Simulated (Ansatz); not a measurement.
# CdS: a listed cell, distorted in several ways

How do energy, forces, pressure and gap of CdS change under further strains and shifts, swapped elements, distortions that keep the symmetry? Each case is one self-consistent run.

Program: Ansatz 0.2.0. Level of theory: DFT PBE, scalar-relativistic, plane waves, PAW. These are calculated values, not measurements.

1 further run of the same task is left out (it didn't finish).

**1. The starting structure**

The structure is orthorhombic, space group Pmmn (No. 59). Conventional cell: a = 3.898 Å, b = 5.511 Å, c = 3.898 Å, α = 90.00°, β = 90.00°, γ = 90.00°. Cd (site symmetry mm2) has 6 S at 2.75 to 2.76 Å as nearest neighbours. S (site symmetry mm2) has 6 Cd at 2.75 to 2.76 Å as nearest neighbours.

As a file:

```xyz
4
Lattice="3.8984 0.0000 0.0000 0.0000 5.5115 0.0000 0.0000 0.0000 3.8981" Properties=species:S:1:pos:R:3 pbc="T T T"
Cd    1.9492    2.7557    0.9473
Cd    0.0000    0.0000    2.9508
S     1.9492    0.0000    0.9947
S     0.0000    2.7557    2.9035
```

The structure comes from the Materials Project (structure only).

**2. A distortion that keeps the symmetry**

Against the listed cell: strain xx, yy, zz, yz, xz, xy = +3.2, +1.7, +1.6, +0.0, +0.0, +0.0 %; atoms moved by 0.25 Å root mean square, at most 0.35 Å.

input.yaml reads:

```yaml
crystal:
  lattice:
    - [4.0218214994, 0.0, 0.0]
    - [0.0, 5.6060692027, 0.0]
    - [0.0, 0.0, 3.9609804175]
  atoms:
    - { symbol: Cd, position: [0.5, 0.5, 0.3337221231] }
    - { symbol: Cd, position: [0.0, 0.0, 0.6662778769] }
    - { symbol: S, position: [0.5, 0.0, 0.2558610189] }
    - { symbol: S, position: [0.0, 0.5, 0.7441389811] }
basis:
  ecutwfc: 420
kpoints:
  mp_grid: { grid: [10, 8, 10] }
hamiltonian:
  xc: pbe
scf:
  occupations: { method: gaussian, width: 0.05 }
output:
  forces: true
  stress: true
  eigenvalues: true
  populations: true
  write_density: true
  write_potential: true
  elf: true
  volumetric_format: npy
```

Started as:

```bash
> ansatz run input.yaml --threads 1 --pin off --max-ram 1331MiB --backend cpu --events-out ev --progress --plain --runs-dir out
```

Log:

```text
Warning: RAYON_NUM_THREADS=1 ignored (pool sized by the plan → 1); use --threads N
Engine: ansatz 0.2.0, x86_64-unknown-linux-gnu
Pseudopotentials: kind: paw
Pseudopotential: Cd, paw, valence charge 20, recommended cutoff 420 eV (normal), Cd.paw.azcp
Pseudopotential: S, paw, valence charge 6, recommended cutoff 420 eV (normal), S.paw.azcp
Functional definition: PBE
  parameter kappa = 0.804
  parameter beta = 0.06672455060314922
  exchange = pbe_x(kappa = kappa, mu = beta*pi^2/3)
  correlation = pbe_c(beta = beta)
Crystal: 4 atoms, lattice volume = 89.307 Å³
Basis set: ecut = 420 eV, 1735 PW (Γ), exchange–correlation on 54×80×54 points (8 copies of the dense FFT grid, shifted against one another)
Bands: 32, of which v1, the nominal top of the filled ones, is band 26 counted from 1 (25 counted from 0)
Symmetry: 8 space group operations
Space group: Pmmn (ITA 59), of the structure as read, at distance tolerance 4.5e-5 Å
k-points: 180 of 800
Non-local potential: Cd, projectors of the file, l = 0: 3, l = 1: 2, l = 2: 2, l = 3: 1
Non-local potential: S, projectors of the file, l = 0: 2, l = 1: 2, l = 2: 2
PAW form: soft (Blöchl's): semilocal exchange-correlation on the pseudo side does not see the compensation charge
PAW one-centre angular grid: Cd, 590 points (default); XC on 64 Gauss nodes
PAW one-centre angular grid: S, 110 points (default); XC on 64 Gauss nodes
Initial density: superposition of atomic densities (neutral atoms: chi_scale 0, normalization atom), corrected by the library's trained network
Initial wavefunctions: pseudopotential atomic-orbital guess
Functional: x = pbe(κ = 0.804, μ = 0.2195149727645171), c = pbe(β = 0.06672455060314922)
SCF iter   1: F=—  HF=-18314.897322 eV  |F-HF|=—  |Δ(HF+E_count)|=         —  Δρ=8.99e-4  dr2=7.93e-4  ethr=1.77e-3  ⟨swp⟩=6.0  Hψ=22478  notcnv=0
preconditioner: auto → Resta (q_TF=auto, 2.493 Å⁻¹)  ε∞=5.2  [insulator: Δε(μ)=0.514 eV  Ē_g=11.510 eV  σ=0.050 eV  W_gap=1.00  n_scr=28 (ndim 8)  ℏωp=23.6 eV  f_vac=0.014  D(μ)=0.00/eV (n_scr^D=0)  ε∞_Penn≈5.2]
SCF iter   2: F=—  HF=-18314.898646 eV  |F-HF|=—  |Δ(HF+E_count)|=   1.32e-3  Δρ=4.91e-4  dr2=2.16e-4  ethr=1.52e-6  ⟨swp⟩=2.2  Hψ=10511  notcnv=0  defer=1
SCF iter   3: F=—  HF=-18314.898797 eV  |F-HF|=—  |Δ(HF+E_count)|=   1.51e-4  Δρ=1.80e-4  dr2=3.44e-5  ethr=4.16e-7  ⟨swp⟩=2.6  Hψ=8304  notcnv=0  defer=1
SCF iter   4: F=—  HF=-18314.898974 eV  |F-HF|=—  |Δ(HF+E_count)|=   1.77e-4  Δρ=4.27e-5  dr2=1.69e-6  ethr=6.62e-8  ⟨swp⟩=2.5  Hψ=8294  notcnv=0  defer=1
iter 5 did not close the SCF: its close was put off for the readings that it lacked (scf_convergence_deferred on its scf_iter line)
SCF iter   5: F=-18314.898977 eV  HF=-18314.898977 eV  |F-HF|=9.86e-8  |Δ(HF+E_count)|=   2.23e-6  Δρ=1.08e-5  dr2=9.27e-8  ethr=3.26e-9  ⟨swp⟩=2.2  Hψ=8485  notcnv=0  defer=1
SCF iter   6: F=-18314.898977 eV  HF=-18314.898977 eV  |F-HF|=8.37e-9  |Δ(HF+E_count)|=   1.37e-7  Δρ=6.48e-6  dr2=2.33e-8  ethr=1.78e-10  ⟨swp⟩=8.2  Hψ=38247  notcnv=0
SCF 1 converged in 6 iterations: F = -18314.898977 eV  dr2 = 2.33e-8
SCF converged after 6 iterations
Free energy (F): -18314.898977 eV
Harris-Foulkes:  -18314.898977 eV  (|F-HF|=8.37e-9)
Internal energy: -18314.898977 eV  (E = F + TS)
E sigma→0 (E₀):  -18314.898977 eV
Fermi energy:    8.544979 eV
--- Per-component energies (eV) ---
  E_band       = -943.383942
  E_kinetic    = 1220.344699
  E_local      = -7445.619630  (includes V_loc(G=0)·N_el)
  E_nonlocal   = 125.944530
  E_hartree    = 3432.600105
  E_xc         = -545.830246
  E_vxc        = -615.634069  (∫ρ·V_xc dr)
  E_paw        = -9369.241014  (= ΣΔE_a)
  E_vpaw       = -1093.634015  (= ΣTr[D̂ρ^β])
  E_aug_tail   = 0.000030  (compensation charges beyond the density's cutoff)
  E_ewald      = -5733.097451
  E_smearing   = -0.000000  (= −TS)
  E_closure    = 0.000000  (closes the sum)
  Σ components = -18314.898977   (vs F -18314.898977, Δ=0.00e0)
--- Forces (eV/Å), atoms counted from 1 ---
  atom   1  Cd     0.00000000     0.00000000    -0.41535365
  atom   2  Cd     0.00000000     0.00000000     0.41535365
  atom   3  S      0.00000000     0.00000000    -0.32750912
  atom   4  S      0.00000000     0.00000000     0.32750912
  max |Σ_I F_I| component: 0.00e0 eV/Å
--- Stress (GPa, compression-positive) ---
       -0.575046       0.000000       0.000000
        0.000000      -3.444884       0.000000
        0.000000       0.000000      -0.878299
  P = ⅓ Tr σ = -1.6327 GPa (-16.327 kbar)
--- Band table (eV; the first three rows and the last of 180) ---
  k-point 0: bands = ["-93.1716", "-93.1715", "-54.2596", "-54.2593", "-54.2446", "-54.2427", "-54.2329", "-54.2321", "-4.0063", "-3.2729", "0.6949", "0.7446", "0.7563", "0.7867", "0.7956", "0.8482", "0.8753", "0.9741", "1.0969", "1.6016", "4.6098", "6.4212", "6.7217", "7.7096", "7.8032", "7.8374", "8.7954", "8.9825", "13.9989", "16.9268", "17.0313", "17.3730"]
  k-point 1: bands = ["-93.1716", "-93.1715", "-54.2596", "-54.2593", "-54.2446", "-54.2427", "-54.2329", "-54.2321", "-3.9602", "-3.2542", "0.7021", "0.7264", "0.7714", "0.7744", "0.7905", "0.8420", "0.8681", "0.9590", "1.0948", "1.5677", "4.6931", "6.3322", "6.5244", "7.2670", "7.7522", "7.7778", "9.1712", "9.6493", "14.1298", "16.6632", "16.7165", "17.4319"]
  k-point 2: bands = ["-93.1716", "-93.1715", "-54.2597", "-54.2595", "-54.2446", "-54.2427", "-54.2329", "-54.2321", "-3.8302", "-3.2087", "0.6793", "0.7102", "0.7211", "0.8008", "0.8023", "0.8430", "0.8470", "0.9237", "1.0890", "1.4697", "4.9292", "5.6764", "6.4337", "6.8112", "7.5948", "7.9543", "9.9548", "10.6220", "14.3932", "15.9082", "16.0143", "16.6635"]
  k-point 179: bands = ["-93.1715", "-93.1715", "-54.2599", "-54.2599", "-54.2437", "-54.2437", "-54.2329", "-54.2329", "-3.1748", "-3.1748", "0.6536", "0.6536", "0.8412", "0.8412", "0.8929", "0.8929", "1.0348", "1.0348", "1.4567", "1.4567", "5.0665", "5.0665", "5.5919", "5.5919", "6.1311", "6.1311", "11.5699", "11.5699", "14.6214", "14.6214", "15.8427", "15.8427"]
--- Löwdin populations: 4 sites ---
  site symbol       q [e]
     0     Cd     18.7549
     1     Cd     18.7549
     2      S      7.0661
     3      S      7.0661
  spilling = 0.006882 (of n_electrons = 52.000000)
```

Run time: 82 s. Hardware: 1 thread of an x86-64 CPU, shared host; peak memory 0.6 GiB.

Site by site:

```csv
atom,Löwdin electrons
Cd1,18.75
Cd2,18.75
S3,7.07
S4,7.07
```

The Löwdin counts miss 0.36 of the 52 electrons, which the atomic orbitals do not span, so they are no charges.

Density in a lattice plane of the grid's cell (edges 4.02 and 3.96 Å, at 0.000 of the third edge), which holds Cd and S.

Ten even steps from ' ' (0.05 e/Å³) to '@' (26.12 e/Å³):
```
                                                
                                                
..                                              
--::....                                  ....::
**++--::..                              ..::--++
@@%%++--..                              ..--++%%
@@%%**--..                              ..--**%%
##**==::..                              ..::==**
==--::..                                  ..::--
......                                      ....
                                                
                                                
                                                
                                                
                                                
                                                
                                                
                                                
                                                
                                                
```
Columns run along the first of these edges and rows up along the second, over one cell in 24 and 20 even steps from the bottom left corner. Atoms in the plane (fractional): Cd at (0.00, 0.67), S at (0.50, 0.26).

ELF in the same plane.

Ten even steps from '0' (0.01) to '9' (0.92):
```
111111124678887642111111
322211111345554311111222
444321101111211110112344
655432110000000001123455
876543211000000011234567
997643211111111111234679
997643211122222111234679
887543112345554321134578
665432123577777532123456
544321236888888863212344
332212368999899986321223
211123689988788998632111
111135899864346899853111
111247899731013799874211
001357898620002689875310
001357899741014799875310
001257899876567899875210
000136789999999998763100
000123689999999998632100
000011357899999875311000
```
Columns run along the first of these edges and rows up along the second, over one cell in 24 and 20 even steps from the bottom left corner. Atoms in the plane (fractional): Cd at (0.00, 0.67), S at (0.50, 0.26).

Both are smooth fields of the valence electrons: close to the nuclei they are not physical.

Outside the cores ELF peaks at 0.88 in the shell around S, 0.8 Å from S.

**3. A distortion of lower symmetry**

Against the listed cell: strain xx, yy, zz, yz, xz, xy = +1.1, -0.3, +1.3, +0.0, -0.1, +0.0 %; atoms moved by 0.25 Å root mean square, at most 0.35 Å.

input.yaml reads:

```yaml
crystal:
  lattice:
    - [3.9401492652, 0.0, -0.0047560919]
    - [0.0, 5.4952882135, 0.0]
    - [-0.0047556869, 0.0, 3.9503775746]
  atoms:
    - { symbol: Cd, position: [0.5126195842, 0.5, 0.2407110474] }
    - { symbol: Cd, position: [-0.0126195842, 0.0, 0.7592889526] }
    - { symbol: S, position: [0.4218294851, 0.0, 0.2110046078] }
    - { symbol: S, position: [0.0781705149, 0.5, 0.7889953922] }
basis:
  ecutwfc: 420
kpoints:
  mp_grid: { grid: [10, 8, 10] }
hamiltonian:
  xc: pbe
scf:
  occupations: { method: gaussian, width: 0.05 }
output:
  forces: true
  stress: true
  eigenvalues: true
```

Started as:

```bash
> ansatz run input.yaml --threads 1 --pin off --max-ram 1331MiB --backend cpu --events-out ev --progress --plain --runs-dir out
```

Log, shortened:

```text
Warning: RAYON_NUM_THREADS=1 ignored (pool sized by the plan → 1); use --threads N
[...]
[... 4 set-up lines as earlier in the session ...]
[...]
Crystal: 4 atoms, lattice volume = 85.534 Å³
Basis set: ecut = 420 eV, 1683 PW (Γ), exchange–correlation on 54×80×54 points (8 copies of the dense FFT grid, shifted against one another)
Bands: 32, of which v1, the nominal top of the filled ones, is band 26 counted from 1 (25 counted from 0)
Symmetry: 4 space group operations
Space group: P21/m (ITA 11), of the structure as read, at distance tolerance 4.4e-5 Å
k-points: 260 of 800
[...]
SCF iter   1: F=—  HF=-18314.678745 eV  |F-HF|=—  |Δ(HF+E_count)|=         —  Δρ=1.02e-3  dr2=9.08e-4  ethr=1.77e-3  ⟨swp⟩=6.1  Hψ=32560  notcnv=0
[...]
SCF iter   6: F=-18314.680069 eV  HF=-18314.680069 eV  |F-HF|=1.00e-9  |Δ(HF+E_count)|=   1.13e-7  Δρ=3.16e-6  dr2=5.86e-9  ethr=1.42e-10  ⟨swp⟩=4.1  Hψ=31674  notcnv=0
[...]
SCF converged after 6 iterations
Free energy (F): -18314.680069 eV
[...]
E sigma→0 (E₀):  -18314.680024 eV
Entropy (-TS):   -0.000090 eV (-0.022 meV/atom)
Fermi energy:    9.240280 eV
[...]
--- Forces (eV/Å), atoms counted from 1 ---
  atom   1  Cd     0.50272466     0.00000000     0.53520426
  atom   2  Cd    -0.50272466     0.00000000    -0.53520426
  atom   3  S      1.21008233     0.00000000     0.87223856
  atom   4  S     -1.21008233     0.00000000    -0.87223856
[...]
--- Stress (GPa, compression-positive) ---
        0.789192       0.000000       4.439170
        0.000000      -0.389981       0.000000
        4.439170       0.000000       2.172218
  P = ⅓ Tr σ = 0.8571 GPa (8.571 kbar)
--- Band table (eV; the first three rows and the last of 260) ---
[...]
```

It took 78 s on 1 thread of an x86-64 CPU, shared host; peak memory 0.71 GiB.

**4. Substitution of an element, cell strained: Cd → Mg, first probe**

The change: Mg takes all sites of Cd, and lengths are scaled by 0.993 as a first guess of the size; strain xx, yy, zz, yz, xz, xy = -0.5, -5.8, +5.9, +0.0, +0.0, +0.0 %; atoms moved by 0.25 Å root mean square, at most 0.32 Å.

input.yaml reads:

```yaml
crystal:
  lattice:
    - [3.8518321234, 0.0, 0.0]
    - [0.0, 5.1544036286, 0.0]
    - [0.0, 0.0, 4.0968186339]
  atoms:
    - { symbol: Mg, position: [0.5, 0.5, 0.162202151] }
    - { symbol: Mg, position: [0.0, 0.0, 0.837797849] }
    - { symbol: S, position: [0.5, 0.0, 0.2963185513] }
    - { symbol: S, position: [0.0, 0.5, 0.7036814487] }
basis:
  ecutwfc: 420
kpoints:
  mp_grid: { grid: [6, 4, 4] }
hamiltonian:
  xc: pbe
scf:
  occupations: { method: gaussian, width: 0.1 }
output:
  forces: true
  stress: true
  eigenvalues: true
```

Started as:

```bash
> ansatz run input.yaml --threads 1 --pin off --max-ram 1331MiB --backend cpu --events-out ev --progress --plain --runs-dir out
```

Log, shortened:

```text
Warning: RAYON_NUM_THREADS=1 ignored (pool sized by the plan → 1); use --threads N
[...]
[... 1 set-up line as earlier in the session ...]
Pseudopotential: Mg, paw, valence charge 10, recommended cutoff 420 eV (normal), Mg.paw.azcp
[... 2 set-up lines as earlier in the session ...]
[...]
Crystal: 4 atoms, lattice volume = 81.338 Å³
Basis set: ecut = 420 eV, 1601 PW (Γ), exchange–correlation on 54×72×60 points (8 copies of the dense FFT grid, shifted against one another)
Bands: 20, of which v1, the nominal top of the filled ones, is band 16 counted from 1 (15 counted from 0)
[... 1 set-up line as earlier in the session ...]
Space group: Pmmn (ITA 59), of the structure as read, at distance tolerance 4.3e-5 Å
k-points: 36 of 96
[...]
SCF iter   1: F=—  HF=-5656.956591 eV  |F-HF|=—  |Δ(HF+E_count)|=         —  Δρ=8.26e-4  dr2=5.64e-4  ethr=1.77e-3  ⟨swp⟩=5.6  Hψ=3280  notcnv=0
[...]
SCF iter   6: F=-5656.956053 eV  HF=-5656.956053 eV  |F-HF|=7.55e-9  |Δ(HF+E_count)|=   3.38e-8  Δρ=3.66e-6  dr2=1.21e-8  ethr=3.13e-10  ⟨swp⟩=4.6  Hψ=2644  notcnv=0
[...]
SCF converged after 6 iterations
Free energy (F): -5656.956053 eV
[...]
E sigma→0 (E₀):  -5656.956053 eV
Fermi energy:    6.247495 eV
[...]
--- Forces (eV/Å), atoms counted from 1 ---
  atom   1  Mg    -0.00000000    -0.00000000     0.19643569
  atom   2  Mg     0.00000000     0.00000000    -0.19643569
  atom   3  S      0.00000000     0.00000000    -0.70146732
  atom   4  S     -0.00000000    -0.00000000     0.70146732
[...]
--- Stress (GPa, compression-positive) ---
       -4.264242      -0.000000       0.000000
       -0.000000      -4.908496      -0.000000
        0.000000      -0.000000     -10.356692
  P = ⅓ Tr σ = -6.5098 GPa (-65.098 kbar)
--- Band table (eV; the first three rows and the last of 36) ---
  k-point 0: bands = ["-70.2015", "-70.2010", "-36.9685", "-36.9655", "-36.9559", "-36.9547", "-36.9432", "-36.9371", "-7.0772", "-5.6735", "1.4677", "3.0120", "3.5756", "4.5733", "4.7242", "5.1700", "7.3250", "7.3773", "9.5091", "11.8616"]
[...]
```

It took 11 s on 1 thread of an x86-64 CPU, shared host; peak memory 0.35 GiB.

**5. Substitution of an element, cell strained: Cd → Mg**

Changes to input.yaml since step 4:

```diff
@@ -13,3 +13,3 @@
 kpoints:
-  mp_grid: { grid: [6, 4, 4] }
+  mp_grid: { grid: [8, 6, 8] }
 hamiltonian:
@@ -17,3 +17,3 @@
 scf:
-  occupations: { method: gaussian, width: 0.1 }
+  occupations: { method: gaussian, width: 0.02 }
 output:
```

Started as:

```bash
> ansatz run input.yaml --threads 1 --pin off --max-ram 1331MiB --backend cpu --events-out ev --progress --plain --runs-dir out
```

Log, shortened:

```text
Warning: RAYON_NUM_THREADS=1 ignored (pool sized by the plan → 1); use --threads N
[...]
[... 4 set-up lines as earlier in the session ...]
[...]
Crystal: 4 atoms, lattice volume = 81.338 Å³
Basis set: ecut = 420 eV, 1601 PW (Γ), exchange–correlation on 54×72×60 points (8 copies of the dense FFT grid, shifted against one another)
Bands: 20, of which v1, the nominal top of the filled ones, is band 16 counted from 1 (15 counted from 0)
[... 2 set-up lines as earlier in the session ...]
k-points: 100 of 384
[...]
SCF iter   1: F=—  HF=-5656.962162 eV  |F-HF|=—  |Δ(HF+E_count)|=         —  Δρ=8.44e-4  dr2=5.90e-4  ethr=1.77e-3  ⟨swp⟩=6.6  Hψ=9683  notcnv=0
[...]
SCF iter   7: F=-5656.961532 eV  HF=-5656.961532 eV  |F-HF|=4.69e-8  |Δ(HF+E_count)|=   1.18e-7  Δρ=6.48e-6  dr2=6.36e-8  ethr=3.13e-10  ⟨swp⟩=2.8  Hψ=7304  notcnv=0
[...]
SCF converged after 7 iterations
Free energy (F): -5656.961532 eV
[...]
E sigma→0 (E₀):  -5656.961532 eV
Fermi energy:    6.246216 eV
[...]
--- Forces (eV/Å), atoms counted from 1 ---
  atom   1  Mg    -0.00000000    -0.00000000     0.19671513
  atom   2  Mg     0.00000000     0.00000000    -0.19671513
  atom   3  S      0.00000000     0.00000000    -0.70418304
  atom   4  S     -0.00000000    -0.00000000     0.70418304
[...]
--- Stress (GPa, compression-positive) ---
       -4.259997       0.000000       0.000000
        0.000000      -4.839231      -0.000000
        0.000000      -0.000000     -10.472256
  P = ⅓ Tr σ = -6.5238 GPa (-65.238 kbar)
--- Band table (eV; the first three rows and the last of 100) ---
  k-point 0: bands = ["-70.1999", "-70.1994", "-36.9667", "-36.9637", "-36.9544", "-36.9533", "-36.9417", "-36.9356", "-7.0793", "-5.6760", "1.4666", "3.0102", "3.5739", "4.5710", "4.7225", "5.1679", "7.3246", "7.3762", "9.5080", "11.8612"]
[...]
```

Run time: 21 s. Hardware: 1 thread of an x86-64 CPU, shared host; peak memory 0.42 GiB.

**6. All points side by side**

```
step                                                case  energy (meV/atom)  pressure (GPa)  largest force (eV/Å)  gap on the mesh (eV)
   2                a distortion that keeps the symmetry               +0.0            -1.6                  0.42                  0.51
   3                      a distortion of lower symmetry              +54.7             0.9                  1.49                  0.08
   5  substitution of an element, cell strained: Cd → Mg                n/a            -6.5                  0.70                  2.16
```

Energies are counted from step 2, with the smearing taken to zero. Other atoms or functionals have another zero of energy (n/a). 

Among the distorted cells of the listed formula and level the largest force, 1.49 eV/Å, comes in step 3, shared by 2 atoms. Among the distorted cells of the listed formula and level the gap runs from 0.08 eV to 0.51 eV.

The gaps are Kohn-Sham values of a semilocal functional, not quasiparticle or optical gaps. Such gaps usually fall short of the measured ones.
